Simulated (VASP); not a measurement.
## How smearing and SCF threshold change a VASP run on AlCo

How sensitive are energy, pressure and forces of AlCo to the smearing and SCF threshold? The atoms are off their equilibrium sites, so that forces can be compared too. The series runs use PBE. The smearing tried: ISMEAR = -1, SIGMA = 0.01; ISMEAR = -1, SIGMA = 0.05; ISMEAR = -1, SIGMA = 0.1; ISMEAR = -1, SIGMA = 0.2; ISMEAR = -1, SIGMA = 0.5; ISMEAR = 1, SIGMA = 0.01; ISMEAR = 1, SIGMA = 0.05; ISMEAR = 1, SIGMA = 0.1; ISMEAR = 1, SIGMA = 0.2; ISMEAR = 1, SIGMA = 0.5; ISMEAR = -5. The SCF threshold tried: EDIFF = 0.01; EDIFF = 0.001; EDIFF = 1E-04; EDIFF = 1E-05; EDIFF = 1E-06; EDIFF = 1E-08. The atoms of the start are displaced at random from the sites of a Pm-3m cell.

Program: VASP 6.6.1. Level of theory: PBE, spin-polarised from a ferromagnetic start (one magnetic atom a cell); plane waves and PAW (Al, Co). Results are calculated unless marked as measured.

## (1) The structure

It takes space group P4mm (No. 99, tetragonal). That holds within 0.01 Å; VASP, at its tighter tolerance, finds 1 operation. The conventional cell has a = 2.819 Å, b = 2.819 Å, c = 2.819 Å, α = 90.00°, β = 90.00°, γ = 90.00°. Nearest to Al lie 8 Co at 2.40 to 2.49 Å. Nearest to Co lie 8 Al at 2.40 to 2.49 Å. Farther neighbours are not listed. That group holds within 0.01 Å; judged at 0.001 Å it is Pm (No. 6).

Coordinates:

```xyz
2
Lattice="2.8194 0.0000 0.0000 0.0000 2.8194 0.0000 0.0000 0.0000 2.8194" Properties=species:S:1:pos:R:3 pbc="T T T"
Al    0.0531   -0.0183   -0.0035
Co    1.3845    1.3916    1.4037
```

## (2) Smearing: ISMEAR = -1, SIGMA = 0.01

Smearing steadies the sum over the Fermi surface at the price of an entropy term. PBE, the usual starting point, adds the gradient of the density.

File INCAR:

```
SYSTEM = AlCo
PREC = Accurate
ENCUT = 400
EDIFF = 1E-06
NELM = 100
ISMEAR = -1
SIGMA = 0.01
LREAL = .FALSE.
ALGO = Normal
GGA = PE
NBANDS = 15
ISPIN = 2
MAGMOM = 0 2
LASPH = .TRUE.
LMAXMIX = 4
LORBIT = 11
LWAVE = .FALSE.
LCHARG = .FALSE.
KPAR = 2
ISIF = 2
```

File POSCAR:

```
AlCo
1.0
    2.8194032100      0.0000000000      0.0000000000
    0.0000000000      2.8194032100      0.0000000000
    0.0000000000      0.0000000000      2.8194032100
Al Co
1 1
Direct
    0.0188250000     -0.0064950000     -0.0012330000
    0.4910550000      0.4935820000      0.4978660000
```

File KPOINTS:

```
Automatic mesh
0
Gamma
7 7 7
0 0 0
```

Potentials, in the order of the species: Al and Co (PBE family, release 64).

Launch:

```bash
$ mpirun -np 2 vasp_std
```

What it wrote:

```text
[banner, memory and clock lines left out]
running    2 mpi-ranks, on    1 nodes
 distrk:  each k-point on    1 cores,    2 groups
 distr:  one band on    1 cores,    1 groups

 POSCAR found type information on POSCAR AlCo
 POSCAR found :  2 types and       2 ions
 LDA part: xc-table for (Slater+PW92), standard interpolation
 POSCAR, INCAR and KPOINTS ok, starting setup
 FFT: planning ... GRIDC
 FFT: planning ... GRID_SOFT
 FFT: planning ... GRID
 WAVECAR not read
 entering main loop
       N       E                     dE             d eps       ncg     rms          rms(c)
DAV:   1     0.296762372304E+02    0.29676E+02   -0.40519E+03 10734   0.654E+02
DAV:   2    -0.118750701477E+02   -0.41551E+02   -0.37212E+02 11671   0.141E+02
DAV:   3    -0.131509145576E+02   -0.12758E+01   -0.12644E+01 12658   0.275E+01
DAV:   4    -0.131695697053E+02   -0.18655E-01   -0.18650E-01 13074   0.306E+00
DAV:   5    -0.131701808221E+02   -0.61112E-03   -0.61110E-03 13289   0.579E-01    0.139E+01
DAV:   6    -0.157495130154E+02   -0.25793E+01   -0.46851E+01 12497   0.815E+01    0.163E+01
DAV:   7    -0.119733227574E+02    0.37762E+01   -0.25092E+01 12469   0.524E+01    0.266E+00
DAV:   8    -0.119663846769E+02    0.69381E-02   -0.21646E-01 12633   0.326E+00    0.130E+00
DAV:   9    -0.119550339863E+02    0.11351E-01   -0.22822E-02 15057   0.139E+00    0.811E-01
DAV:  10    -0.119537262178E+02    0.13078E-02   -0.10780E-03 13541   0.289E-01    0.215E-01
DAV:  11    -0.119536484457E+02    0.77772E-04   -0.18516E-04 14067   0.106E-01    0.107E-01
DAV:  12    -0.119536375300E+02    0.10916E-04   -0.29458E-05 15347   0.437E-02    0.535E-02
DAV:  13    -0.119536390020E+02   -0.14720E-05   -0.41156E-06 11842   0.183E-02    0.124E-02
DAV:  14    -0.119536395367E+02   -0.53475E-06   -0.10606E-06  7232   0.790E-03
   1 F= -.11953640E+02 E0= -.11953511E+02  d E =-.256806E-03  mag=     0.0220
```

Run time: 27 s. Hardware: 2 MPI ranks of AMD EPYC 7R43, shared host; peak memory 0.27 GiB; 49 s of CPU time.

The logs omit lines about the potential files and the build; timing stands in the text.

Parts of OUTCAR (step 2):

```text
ion  position               nearest neighbor table
   1  0.019  0.994  0.999-   2 2.40   2 2.40   2 2.40   2 2.40   2 2.49   2 2.49   2 2.49   2 2.49

  LATTYP: Found a simple cubic cell.
 ALAT       =     2.8194032100

 Subroutine GETGRP returns: Found  1 space group operations
 (whereof  1 operations were pure point group operations)

The static configuration has the point symmetry C_1 .

 Found    172 irreducible k-points:

   k-points           NKPTS =    172   k-points in BZ     NKDIM =    172   number of bands    NBANDS=     15

   dimension x,y,z NGX =    18 NGY =   18 NGZ =   18
   dimension x,y,z NGXF=    36 NGYF=   36 NGZF=   36

   ENCUT  =  400.0 eV  29.40 Ry    5.42 a.u.   4.60  4.60  4.60*2*pi/ulx,y,z

   NELECT =      12.0000    total number of electrons

 k-points in reciprocal lattice and weights: Automatic mesh
   0.00000000  0.00000000  0.00000000       0.003
   0.14285714  0.00000000  0.00000000       0.006
   0.00000000  0.14285714  0.00000000       0.006
   0.00000000  0.00000000  0.14285714       0.006
   0.28571429  0.00000000  0.00000000       0.006
   0.00000000  0.28571429  0.00000000       0.006
   0.00000000  0.00000000  0.28571429       0.006
   0.42857143  0.00000000  0.00000000       0.006
   0.00000000  0.42857143  0.00000000       0.006
[...]
-0.42857143 -0.42857143  0.42857143       0.006
   0.42857143 -0.42857143  0.42857143       0.006

 average (electrostatic) potential at core
       1 -68.7344       2 -77.4182

 E-fermi :  10.9429

 spin component 1
 k-point     1 :       0.0000    0.0000    0.0000
  band No.  band energies     occupation
    ...
      2       7.8658      1.00000
      3       7.8742      1.00000
      4      10.0979      1.00000
      5      10.1059      1.00000
      6      10.1059      1.00000
      7      17.1491      0.00000
      8      17.1515      0.00000
      9      17.1517      0.00000
     10      19.8845      0.00000
     11      19.8932      0.00000
    ...

 k-point     2 :       0.1429    0.0000    0.0000
  band No.  band energies     occupation
    ...
      2       7.8148      1.00000
      3       7.9731      1.00000
      4       9.9077      1.00000
      5       9.9077      1.00000
      6      10.1201      1.00000
      7      14.6329      0.00000
      8      17.6867      0.00000
      9      17.6867      0.00000
     10      19.8257      0.00000
     11      22.1207      0.00000
    ...

 k-point     3 :       0.0000    0.1429    0.0000
  band No.  band energies     occupation
    ...
      2       7.8096      1.00000
      3       7.9795      1.00000
      4       9.8985      1.00000
      5       9.9080      1.00000
      6      10.1283      1.00000
      7      14.6272      0.00000
      8      17.6880      0.00000
      9      17.6963      0.00000
     10      19.8317      0.00000
     11      22.0998      0.00000
    ...

 k-point     4 :       0.0000    0.0000    0.1429
  band No.  band energies     occupation
    ...
      2       7.8096      1.00000
      3       7.9795      1.00000
      4       9.8985      1.00000
      5       9.9080      1.00000
      6      10.1283      1.00000
      7      14.6272      0.00000
      8      17.6881      0.00000
      9      17.6962      0.00000
     10      19.8317      0.00000
     11      22.0998      0.00000
    ...

 k-point     5 :       0.2857    0.0000    0.0000
  band No.  band energies     occupation
    ...
      2       7.1706      1.00000
      3       8.2271      1.00000
      4       9.5150      1.00000
      5       9.5150      1.00000
      6      10.1690      1.00000
      7      12.1113      0.00000
      8      19.0993      0.00000
      9      19.0993      0.00000
     10      19.6665      0.00000
     11      24.1514      0.00000
    ...

 k-point     6 :       0.0000    0.2857    0.0000
  band No.  band energies     occupation
    ...
      2       7.1688      1.00000
      3       8.2333      1.00000
      4       9.5044      1.00000
      5       9.5158      1.00000
      6      10.1765      1.00000
      7      12.1040      0.00000
      8      19.1012      0.00000
      9      19.1046      0.00000
     10      19.6775      0.00000
     11      24.1098      0.00000
    ...

  Total        0.8933425      0.9481986      0.9482189     -0.0003571      0.0000012      0.0052742
  in kB       63.8641293     67.7857402     67.7871851     -0.0255281      0.0000841      0.3770462
  external PRESSURE =      66.4790182 kB  Pullay stress =       0.0000000 kB

  energy-cutoff  :      400.00
  volume of cell :       22.41
      direct lattice vectors                 reciprocal lattice vectors
     2.819403210  0.000000000  0.000000000     0.354684990  0.000000000  0.000000000
     0.000000000  2.819403210  0.000000000     0.000000000  0.354684990  0.000000000
     0.000000000  0.000000000  2.819403210     0.000000000  0.000000000  0.354684990

 POSITION                                       TOTAL-FORCE (eV/Angst)
 -----------------------------------------------------------------------------------
      0.05308      2.80109      2.81593        -0.643180      0.001737     -0.021323
      1.38448      1.39161      1.40368         0.643180     -0.001737      0.021323
 -----------------------------------------------------------------------------------
    total drift:                                0.000202      0.000176      0.000123

  FREE ENERGIE OF THE ION-ELECTRON SYSTEM (eV)
  ---------------------------------------------------
  free  energy   TOTEN  =       -11.9536395367 eV

  energy  without entropy=      -11.9533827306  energy(sigma->0) =      -11.95351113

 total charge
# of ion       s       p       d       tot
------------------------------------------
    1        0.399   0.443   0.000   0.843
    2        0.449   0.538   7.525   8.512
--------------------------------------------------
tot          0.849   0.982   7.525   9.355

 magnetization (x)
# of ion       s       p       d       tot
------------------------------------------
    1       -0.000  -0.000   0.000  -0.001
    2       -0.000  -0.001   0.028   0.026
--------------------------------------------------
tot         -0.001  -0.001   0.028   0.026

[... 6 further parts left out ...]
```

The moments of the start collapse, so the state is non-magnetic; other starts or orders were not tried. The k-mesh is coarse for a metal.

Numbers from this step:

```
SCF cycles                                        : 14
electrons                                         : 12
bands                                             : 15
irreducible k-points                              : 172
symmetry operations                               : 1
free energy (TOTEN)                               : -11.95 eV
energy at zero smearing                           : -11.95 eV
Fermi energy                                      : 10.94 eV
pressure                                          : 6.648 GPa
moment of the cell, from the last line of the log : 0.022 μB
metallic                                          : yes
```

Spin moment in the PAW sphere by atom:

```
atom  spin moment in the PAW sphere (μB)
 Al1                             -0.0010
 Co2                              0.0260
```

The series starts at -5.9768 eV an atom and 6.65 GPa, after 14 cycles in 27 s. The entropy term T·S comes to 0.13 meV an atom in size.

## (3) Smearing: ISMEAR = -1, SIGMA = 0.05

INCAR, as its differences from that of step 2:

```diff
@@ -6,3 +6,3 @@
 ISMEAR = -1
-SIGMA = 0.01
+SIGMA = 0.05
 LREAL = .FALSE.
```

POSCAR is that of step 2.

KPOINTS is that of step 2.

Launch:

```bash
$ mpirun -np 2 vasp_std
```

What it wrote:

```text
[... set-up lines as in an earlier step ...]
 entering main loop
       N       E                     dE             d eps       ncg     rms          rms(c)
DAV:   1     0.296715710257E+02    0.29672E+02   -0.40519E+03 10734   0.654E+02
DAV:   2    -0.118849882774E+02   -0.41557E+02   -0.37209E+02 11671   0.141E+02
DAV:   3    -0.131612845146E+02   -0.12763E+01   -0.12659E+01 12658   0.275E+01
DAV:   4    -0.131799318951E+02   -0.18647E-01   -0.18642E-01 13074   0.306E+00
[...]
DAV:  11    -0.119556442915E+02    0.66095E-04   -0.11186E-04 13827   0.795E-02    0.107E-01
DAV:  12    -0.119556355498E+02    0.87417E-05   -0.29780E-05 15485   0.466E-02    0.514E-02
DAV:  13    -0.119556350177E+02    0.53207E-06   -0.42364E-06 11118   0.187E-02
   1 F= -.11955635E+02 E0= -.11953760E+02  d E =-.375100E-02  mag=     0.0007
```

Run time: 32 s. Hardware: 2 MPI ranks; peak memory 0.27 GiB; 58 s of CPU time.

Parts of OUTCAR (step 3):

```text
  Total        0.9044903      0.9580248      0.9580428     -0.0003583      0.0000025      0.0052845
  in kB       64.6610786     68.4882049     68.4894903     -0.0256170      0.0001801      0.3777847
  external PRESSURE =      67.2129246 kB  Pullay stress =       0.0000000 kB

 POSITION                                       TOTAL-FORCE (eV/Angst)
 -----------------------------------------------------------------------------------
      0.05308      2.80109      2.81593        -0.643234      0.001737     -0.021324
      1.38448      1.39161      1.40368         0.643234     -0.001737      0.021324
 -----------------------------------------------------------------------------------
    total drift:                                0.000293      0.000177      0.000127

  FREE ENERGIE OF THE ION-ELECTRON SYSTEM (eV)
  ---------------------------------------------------
  free  energy   TOTEN  =       -11.9556350177 eV

  energy  without entropy=      -11.9518840143  energy(sigma->0) =      -11.95375952

 magnetization (x)
# of ion       s       p       d       tot
------------------------------------------
    1       -0.000  -0.000   0.000  -0.000
    2       -0.000  -0.000   0.001   0.001
--------------------------------------------------
tot         -0.000  -0.000   0.001   0.001

[... 2 parts as in an earlier step ...]

[... 1 further part left out ...]
[key lines of the parts left out:]
E-fermi :  10.9513
```

Against the run before the energy at zero width moves by -0.12 meV an atom and the pressure by +0.07 GPa, after 13 cycles in 32 s. The entropy term T·S comes to 1.88 meV an atom in size.

## (4) Smearing: ISMEAR = -1, SIGMA = 0.1

INCAR, as its differences from that of step 3:

```diff
@@ -6,3 +6,3 @@
 ISMEAR = -1
-SIGMA = 0.05
+SIGMA = 0.1
 LREAL = .FALSE.
```

POSCAR is that of step 3.

KPOINTS is that of step 3.

Launch:

```bash
$ mpirun -np 2 vasp_std
```

What it wrote:

```text
[... set-up lines as in an earlier step ...]
 entering main loop
       N       E                     dE             d eps       ncg     rms          rms(c)
DAV:   1     0.296571362141E+02    0.29657E+02   -0.40519E+03 10734   0.654E+02
DAV:   2    -0.119109007720E+02   -0.41568E+02   -0.37208E+02 11671   0.141E+02
DAV:   3    -0.131875327889E+02   -0.12766E+01   -0.12665E+01 12658   0.275E+01
DAV:   4    -0.132061835880E+02   -0.18651E-01   -0.18646E-01 13074   0.306E+00
[...]
DAV:  12    -0.119628969609E+02   -0.20988E-05   -0.18250E-04 13838   0.107E-01    0.350E-02
DAV:  13    -0.119628994516E+02   -0.24907E-05   -0.61287E-06 12897   0.223E-02    0.120E-02
DAV:  14    -0.119628995573E+02   -0.10563E-06   -0.13284E-06  7918   0.983E-03
   1 F= -.11962900E+02 E0= -.11951670E+02  d E =-.224589E-01  mag=     0.0001
```

Run time: 34 s. Hardware: 2 MPI ranks; peak memory 0.27 GiB; 62 s of CPU time.

OUTCAR, selected parts (step 4):

```text
  Total        0.9148566      0.9720255      0.9720468     -0.0003604      0.0000006      0.0053083
  in kB       65.4021487     69.4890988     69.4906189     -0.0257613      0.0000426      0.3794860
  external PRESSURE =      68.1272888 kB  Pullay stress =       0.0000000 kB

 POSITION                                       TOTAL-FORCE (eV/Angst)
 -----------------------------------------------------------------------------------
      0.05308      2.80109      2.81593        -0.643994      0.001740     -0.021351
      1.38448      1.39161      1.40368         0.643994     -0.001740      0.021351
 -----------------------------------------------------------------------------------
    total drift:                                0.000229      0.000176      0.000124

  FREE ENERGIE OF THE ION-ELECTRON SYSTEM (eV)
  ---------------------------------------------------
  free  energy   TOTEN  =       -11.9628995573 eV

  energy  without entropy=      -11.9404406201  energy(sigma->0) =      -11.95167009

 magnetization (x)
# of ion       s       p       d       tot
------------------------------------------
    1       -0.000  -0.000   0.000  -0.000
    2       -0.000  -0.000   0.001   0.000
--------------------------------------------------
tot         -0.000  -0.000   0.001   0.000

[... 2 parts as in an earlier step ...]

[... 1 further part left out ...]
[key lines of the parts left out:]
E-fermi :  10.9272
```

Against the run before the energy at zero width moves by +1.04 meV an atom and the pressure by +0.09 GPa, after 14 cycles in 34 s. The entropy term T·S comes to 11.23 meV an atom in size.

## (5) Smearing: ISMEAR = -1, SIGMA = 0.2

INCAR, as its differences from that of step 4:

```diff
@@ -6,3 +6,3 @@
 ISMEAR = -1
-SIGMA = 0.1
+SIGMA = 0.2
 LREAL = .FALSE.
```

POSCAR is that of step 4.

KPOINTS is that of step 4.

Launch:

```bash
$ mpirun -np 2 vasp_std
```

What it wrote:

```text
[... set-up lines as in an earlier step ...]
 entering main loop
       N       E                     dE             d eps       ncg     rms          rms(c)
DAV:   1     0.296012936684E+02    0.29601E+02   -0.40519E+03 10734   0.654E+02
DAV:   2    -0.120006824245E+02   -0.41602E+02   -0.37219E+02 11671   0.141E+02
DAV:   3    -0.132767213451E+02   -0.12760E+01   -0.12666E+01 12658   0.275E+01
DAV:   4    -0.132953679570E+02   -0.18647E-01   -0.18642E-01 13074   0.305E+00
[...]
DAV:  12    -0.120046870533E+02   -0.94081E-05   -0.17107E-04 13795   0.102E-01    0.281E-02
DAV:  13    -0.120046854765E+02    0.15769E-05   -0.40772E-06 12927   0.164E-02    0.790E-03
DAV:  14    -0.120046852341E+02    0.24235E-06   -0.70973E-07  8163   0.726E-03
   1 F= -.12004685E+02 E0= -.11940707E+02  d E =-.127956E+00  mag=     0.0002
```

The job ended after 28 s (2 MPI ranks; peak memory 0.27 GiB; 52 s of CPU time).

OUTCAR, selected parts (step 5):

```text
  Total        1.0184164      1.0819869      1.0820021     -0.0003588      0.0000013      0.0052916
  in kB       72.8055315     77.3501257     77.3512133     -0.0256511      0.0000903      0.3782894
  external PRESSURE =      75.8356235 kB  Pullay stress =       0.0000000 kB

 POSITION                                       TOTAL-FORCE (eV/Angst)
 -----------------------------------------------------------------------------------
      0.05308      2.80109      2.81593        -0.647073      0.001748     -0.021456
      1.38448      1.39161      1.40368         0.647073     -0.001748      0.021456
 -----------------------------------------------------------------------------------
    total drift:                                0.000230      0.000178      0.000124

  FREE ENERGIE OF THE ION-ELECTRON SYSTEM (eV)
  ---------------------------------------------------
  free  energy   TOTEN  =       -12.0046852341 eV

  energy  without entropy=      -11.8767292449  energy(sigma->0) =      -11.94070724

 magnetization (x)
# of ion       s       p       d       tot
------------------------------------------
    1       -0.000  -0.000   0.000  -0.000
    2        0.000  -0.000   0.000   0.000
--------------------------------------------------
tot         -0.000  -0.000   0.000   0.000

[... 2 parts as in an earlier step ...]

[... 1 further part left out ...]
[key lines of the parts left out:]
E-fermi :  10.8909
```

Against the run before the energy at zero width moves by +5.48 meV an atom and the pressure by +0.77 GPa, after 14 cycles in 28 s. The entropy term T·S comes to 63.98 meV an atom in size.

(Continued in part 2 of 3.)

[Lines on the potential files, build, host, timing and source positions are cut from VASP's logs without a mark.]

[Logs are printed without paths, hosts, clocks, repeated set-up lines and the standing remarks that a program may print on its own settings, such as how far it seeks lower states.]

[Hosts, paths, dates, database ids (printed as entryN), source tags and the programs' standing remarks are cut or masked in the printed files.]

[A measured line is paired with the nearest computed mode of its activity, which favours agreement.]
